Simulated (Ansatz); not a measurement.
# InPd (Pm-3m) in Ansatz: a series of runs, part 2 of 2

Ansatz 0.2.0. Earlier steps stand in the parts before.

## Step 6: Band structure, PBEsol

input.yaml reads:

```yaml
crystal:
  lattice:
    - [3.27188478, 0.0, 0.0]
    - [0.0, 3.27188478, 0.0]
    - [0.0, 0.0, 3.27188478]
  atoms:
    - { symbol: In, position: [0.0, 0.0, 0.0] }
    - { symbol: Pd, position: [0.5, 0.5, 0.5] }
kpoints:
  mp_grid: { grid: [8, 8, 8] }
  band_path:
    path:
      - [0.0, 0.0, 0.0]
      - [0.0, 0.5, 0.0]
      - [0.5, 0.5, 0.0]
      - [0.0, 0.0, 0.0]
      - [0.5, 0.5, 0.5]
      - [0.0, 0.5, 0.0]
    npoints: 8
scf:
  occupations: { method: fermi_dirac, width: 0.05 }
hamiltonian:
  xc: pbesol
  pseudopotentials: { kind: all_electron, datasets: crystal }
output:
  forces: true
  stress: true
  eigenvalues: true
```

Potentials or basis: all-electron PAW datasets made for the crystal.

Started as:

```console
$ ansatz run input.yaml --threads 1 --pin off --max-ram 3072MiB --backend cpu --events-out ev --progress --plain --runs-dir out
```

Standard output:

```text
Warning: RAYON_NUM_THREADS=1 ignored (pool sized by the plan → 1); use --threads N
hamiltonian.pseudopotentials.datasets: crystal makes datasets for this crystal and solves the spheres of its atoms anew in each pass: cutoff 260.0 eV, the density's 1040.0 eV; for an error of 0.50 meV an atom under PBE, 1.0 meV for the cell; an energy difference from a run of another recipe may be off by several times the error for the cell, under r2SCAN by more, where some 0.1 meV an atom stays at smaller errors; Pd in spheres of 1.376 Å, 10 of its electrons in bands, 8 on its site; In in spheres of 1.376 Å, 13 of its electrons in bands, 8 on its site; only band paths and densities of states list, in semicore columns, the levels of the semicore shells that are solved separately: 4s of Pd, 4p of Pd, 4s of In, 4p of In
Engine: ansatz 0.2.0, x86_64-unknown-linux-gnu
Pseudopotentials: kind: all_electron
Pseudopotential: In, paw, valence charge 21, recommended cutoff 260 eV (normal), crystal/all_electron/pbesol/scalar/gaussian/In, Koelling and Harmon's equation, gaussian nucleus
Pseudopotential: Pd, paw, valence charge 18, recommended cutoff 260 eV (normal), crystal/all_electron/pbesol/scalar/gaussian/Pd, Koelling and Harmon's equation, gaussian nucleus
Functional definition: PBEsol
  exchange = pbesol_x
  correlation = pbesol_c
Crystal: 2 atoms, lattice volume = 35.026 Å³
Basis set: ecut = 260 eV, 341 PW (Γ), exchange–correlation on 36×36×36 points (8 copies of the dense FFT grid, shifted against one another)
Bands: 16, of which v1, the nominal top of the filled ones, is band 12 counted from 1 (11 counted from 0)
Symmetry: 48 space group operations
Space group: Pm-3m (ITA 221), of the structure as read, at distance tolerance 3.3e-5 Å
k-points: 35 of 512
Non-local potential: In, projectors of the file, l = 0: 1, l = 1: 1, l = 2: 2
Non-local potential: Pd, projectors of the file, l = 0: 1, l = 1: 1, l = 2: 2
PAW form: soft (Blöchl's): semilocal exchange-correlation on the pseudo side does not see the compensation charge
PAW one-centre angular grid: In, 590 points (default); XC on its mesh's 1869 points in the sphere
[... 29 lines left out ...]
Fermi energy:    19.648759 eV
--- Per-component energies (eV) ---
  E_band       = 262.094646
  E_kinetic    = 240.895842
  E_local      = -3734.528985  (includes V_loc(G=0)·N_el)
  E_nonlocal   = 486.962360
  E_hartree    = 1980.149543
  E_xc         = -110.677168
  E_vxc        = -131.971408  (∫ρ·V_xc dr)
  E_paw        = -301694.948329  (= ΣΔE_a)
  E_vpaw       = -12286.982922  (= ΣTr[D̂ρ^β])
  E_ewald      = -6110.374147
  E_smearing   = -0.010186  (= −TS)
  E_closure    = 11727.420027  (closes the sum)
  Σ components = -297215.111043   (vs F -297215.111043, Δ=0.00e0)
  The terms above E_closure are by the made datasets' own strengths, without shells solved beside the bands.
--- Forces (eV/Å), atoms counted from 1 ---
  atom   1  In    -0.00000000     0.00000000    -0.00000000
  atom   2  Pd     0.00000000    -0.00000000    -0.00000000
  max |Σ_I F_I| component: 1.25e-29 eV/Å
--- Stress (GPa, compression-positive) ---
       -2.972237       0.000000       0.000000
        0.000000      -2.972237      -0.000000
        0.000000      -0.000000      -2.972237
  P = ⅓ Tr σ = -2.9722 GPa (-29.722 kbar)
  It holds what live shells' own plane waves past their cutoff add
--- Band table (eV; the first three rows and the last of 35) ---
  k-point 0: bands = ["4.8670", "4.8670", "5.2798", "5.2798", "5.2798", "9.6396", "15.9348", "15.9348", "17.4824", "17.4824", "17.4824", "23.9184", "23.9184", "23.9184"]
  k-point 1: bands = ["4.8757", "4.9193", "5.2640", "5.2640", "5.2846", "9.8881", "15.9368", "15.9692", "17.3027", "17.3027", "17.4713", "22.4256", "24.4088", "24.4088"]
  k-point 2: bands = ["4.8966", "5.0447", "5.2260", "5.2260", "5.2963", "10.6279", "15.8791", "15.9419", "16.9266", "16.9266", "17.4445", "20.1912", "25.7121", "25.7121"]
  k-point 34: bands = ["5.0049", "5.0049", "5.0049", "5.4967", "5.4967", "14.8673", "14.8673", "14.8673", "18.1054", "18.1054", "19.6176", "23.5067", "23.5067", "23.5067"]
```

bands.tsv:

```text
# k_distance	band_0	band_1	band_2	band_3	band_4	band_5	band_6	band_7	band_8	band_9	band_10	band_11	band_12	band_13	band_14	band_15	semicore_0	semicore_1	semicore_2	semicore_3	semicore_4	semicore_5	semicore_6	semicore_7
# fermi_ev = 19.648759
[... 49 lines left out ...]
6.129491	-14.703760	-14.491668	-14.483030	-14.416471	-14.349621	-6.490389	-5.799144	-3.640336	-3.211823	-3.022980	-2.270682	-1.009404	8.386076	8.431404	9.476952	10.257140	-115.247570	-84.341552	-73.775348	-73.769960	-73.769955	-50.143347	-50.110139	-50.110117
6.299228	-14.722249	-14.475809	-14.475809	-14.428358	-14.335963	-6.511962	-5.942573	-3.699630	-3.161336	-3.161336	-2.242321	-1.012823	9.619947	9.619947	9.973265	10.776413	-115.247596	-84.341673	-73.775367	-73.769767	-73.769767	-50.143618	-50.109048	-50.109048
```

It took 8.2 s on 1 thread of Intel Xeon 6975P-C (Granite Rapids), shared host; peak memory 0.53 GiB.

Results:

| Quantity | Value |
| --- | --- |
| Free energy | -297215.1110 eV |
| Pressure | -3.0 GPa |
| Band gap along the path | none (metal or under the smearing width) |

Levels at the corners of the path, in eV from the Fermi level:
| point | band 9 | band 10 | band 11 | band 12 | band 13 | band 14 |
| --- | --- | --- | --- | --- | --- | --- |
| Γ | -2.17 | -2.17 | -2.17 | 4.27 | 4.27 | 4.27 |
| X | -3.16 | -3.16 | -2.24 | -1.01 | 9.62 | 9.62 |
| M | -2.58 | -2.26 | -2.26 | -1.58 | 1.55 | 2.54 |
| Γ | -2.17 | -2.17 | -2.17 | 4.27 | 4.27 | 4.27 |
| R | -1.54 | -1.54 | -0.03 | 3.86 | 3.86 | 3.86 |
| X | -3.16 | -3.16 | -2.24 | -1.01 | 9.62 | 9.62 |

Caveat: spin-orbit coupling is left out, which moves the levels of the heavy elements.

## Step 7: Band structure, PBEsol

input.yaml: that of step 6 with these lines changed.

```diff
@@ -23,3 +23,6 @@
   xc: pbesol
-  pseudopotentials: { kind: all_electron, datasets: crystal }
+  pseudopotentials:
+    kind: all_electron
+    lapw: { basis_error: 0.001 }
+    dirac_shells: { In: ["3p", "3d"], Pd: ["3p", "3d"] }
 output:
```

Potentials or basis: all-electron LAPW, inner shells corrected to Dirac's equation.

Started as:

```console
$ ansatz run input.yaml --threads 1 --pin off --max-ram 3072MiB --backend cpu --events-out ev --progress --plain --runs-dir out
```

Standard output:

```text
Warning: RAYON_NUM_THREADS=1 ignored (pool sized by the plan → 1); use --threads N
LAPW: plane waves up to 8.109 Å⁻¹, error target 1.0e-3 eV per atom; small_component_spin mean_spin; Pd in spheres of 1.415 Å, 28 of its electrons in bands, Dirac shells [2p, 3p, 3d]; In in spheres of 1.419 Å, 21 of its electrons in bands, Dirac shells [2p, 3p, 3d] (how accurate: hamiltonian.pseudopotentials.lapw.basis_error, Limitations)
Engine: ansatz 0.2.0, x86_64-unknown-linux-gnu
Pseudopotentials: kind: all_electron
Pseudopotential: In, LAPW, valence charge 21, lapw/all_electron/scalar/gaussian/In, Koelling and Harmon's equation with Dirac's for 2p 3p 3d, gaussian nucleus
[... 55 lines left out ...]
  P = ⅓ Tr σ = -2.9573 GPa (-29.573 kbar)
--- Band table (eV; the first three rows and the last of 35) ---
  k-point 0: bands = ["-304.9515", "-304.9515", "-304.9515", "-304.9359", "-304.9359", "-95.5893", "-64.6871", "-54.1109", "-54.1109", "-54.1109", "-30.4549", "-30.4549", "-30.4549", "4.8677", "4.8677", "5.2805", "5.2805", "5.2805", "9.6411", "15.9361", "15.9361", "17.4835", "17.4835", "17.4835", "23.9204", "23.9204", "23.9204", "29.1229", "30.3296", "30.3296"]
  k-point 1: bands = ["-304.9515", "-304.9515", "-304.9515", "-304.9359", "-304.9359", "-95.5892", "-64.6869", "-54.1117", "-54.1109", "-54.1109", "-30.4597", "-30.4546", "-30.4546", "4.8763", "4.9199", "5.2647", "5.2647", "5.2853", "9.8896", "15.9381", "15.9705", "17.3037", "17.3037", "17.4724", "22.4276", "24.4109", "24.4109", "29.5676", "30.2382", "31.7949"]
  k-point 2: bands = ["-304.9515", "-304.9515", "-304.9515", "-304.9359", "-304.9359", "-95.5892", "-64.6864", "-54.1135", "-54.1107", "-54.1107", "-30.4711", "-30.4538", "-30.4538", "4.8973", "5.0454", "5.2267", "5.2267", "5.2970", "10.6294", "15.8805", "15.9432", "16.9277", "16.9277", "17.4455", "20.1931", "25.7142", "25.7142", "29.7160", "29.9989", "34.3149"]
  k-point 34: bands = ["-304.9515", "-304.9515", "-304.9515", "-304.9359", "-304.9359", "-95.5887", "-64.6826", "-54.1155", "-54.1155", "-54.1155", "-30.4814", "-30.4814", "-30.4814", "5.0055", "5.0055", "5.0055", "5.4975", "5.4975", "14.8683", "14.8683", "14.8683", "18.1070", "18.1070", "19.6196", "23.5086", "23.5086", "23.5086", "24.1381", "24.1381", "24.1381"]
```

bands.tsv:

```text
# k_distance	band_0	band_1	band_2	band_3	band_4	band_5	band_6	band_7	band_8	band_9	band_10	band_11	band_12	band_13	band_14	band_15	band_16	band_17	band_18	band_19	band_20	band_21	band_22	band_23	band_24	band_25	band_26	band_27	band_28	band_29
# fermi_ev = 19.650529
[... 49 lines left out ...]
6.129491	-324.602075	-324.602075	-324.602075	-324.586383	-324.586383	-115.239583	-84.336067	-73.766655	-73.761262	-73.761257	-50.137572	-50.104341	-50.104319	-14.704878	-14.492768	-14.484127	-14.417544	-14.350706	-6.490484	-5.799395	-3.640843	-3.212610	-3.023726	-2.271449	-1.009535	8.386231	8.431970	9.477056	10.257301	11.399311
6.299228	-324.602075	-324.602075	-324.602075	-324.586383	-324.586383	-115.239599	-84.336184	-73.766674	-73.761069	-73.761069	-50.137843	-50.103249	-50.103249	-14.723369	-14.476904	-14.476904	-14.429433	-14.337043	-6.512023	-5.942831	-3.700145	-3.162124	-3.162124	-2.243087	-1.012957	9.620609	9.620609	9.972669	10.776544	10.776544
```

Wall time 8.4 s (1 thread of Intel Xeon 6975P-C (Granite Rapids), shared host); peak memory 0.38 GiB.

What came out:

| Property | Result |
| --- | --- |
| Free energy | -297284.8085 eV |
| Pressure | -3.0 GPa |
| Band gap along the path | none (metal or under the smearing width) |

Levels at the corners of the path, in eV from the Fermi level:
```csv
point,band 22,band 23,band 24,band 25,band 26,band 27
Γ,-2.17,-2.17,-2.17,4.27,4.27,4.27
X,-3.16,-3.16,-2.24,-1.01,9.62,9.62
M,-2.58,-2.26,-2.26,-1.58,1.55,2.54
Γ,-2.17,-2.17,-2.17,4.27,4.27,4.27
R,-1.54,-1.54,-0.03,3.86,3.86,3.86
X,-3.16,-3.16,-2.24,-1.01,9.62,9.62
```

Caveat: spin-orbit coupling is left out, which moves the levels of the heavy elements.

## Step 8: The runs side by side

```tsv
potentials or basis	spin	k mesh	cutoff (eV)	basis error allowed	pressure (GPa)
all-electron LAPW, scalar-relativistic	off	6 × 6 × 6	250	0.001 eV/atom	-2.7
all-electron LAPW, relativistic spinors	SOC, no magnetisation	6 × 6 × 6	250	0.001 eV/atom	-2.8
all-electron LAPW, scalar-relativistic	off	8 × 8 × 8	250	0.001 eV/atom	-3.0
all-electron LAPW, non-relativistic	off	8 × 8 × 8	251	0.001 eV/atom	2.0
all-electron PAW datasets made for the crystal	off	8 × 8 × 8	260	-	-3.0
all-electron LAPW, inner shells corrected to Dirac's equation	off	8 × 8 × 8	250	0.001 eV/atom	-3.0
```

Alike in all rows: task band structure; level PBEsol; cell as given; smearing fermi-dirac 0.05 eV.

Caveats: spin-orbit coupling is left out, which moves the levels of the heavy elements (some runs); the k mesh is thin for a metal, which can move the energy by tens of meV per atom (some runs); relativity is left out, which matters for the heavier elements (some runs).

Compare energies only between runs with the same functional and basis.
